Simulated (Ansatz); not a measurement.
Given:

```
GaN
1.0
    0.10300     2.33229     2.33229
    2.33229     0.10300     2.33229
    2.33229     2.33229     0.10300
Ga N
1 1
Direct
  0.00228   0.00228   0.00228
  0.24772   0.24772   0.24772
```

These are r2SCAN with spin-orbit coupling, rigid bands (plane waves, PAW; Ansatz, a first-principles code) values and carry that method's errors. Condition of this run: uniaxial stress along [111] of -20 GPa (compression positive) (the target of the relaxation). Geometry: cell and atoms relaxed with PBEsol, then loaded as said.

What conductivity effective mass do dilute electrons have at 300 K?

0.158 mₑ.

What conductivity effective mass do dilute holes have at 300 K?

0.83 mₑ.

And the band gap?

1.62 eV at this level; semilocal functionals usually fall short of the measured gap.

Rigid bands, one relaxation time for all states, no polarons. Geometry: cell and atoms relaxed with PBEsol.
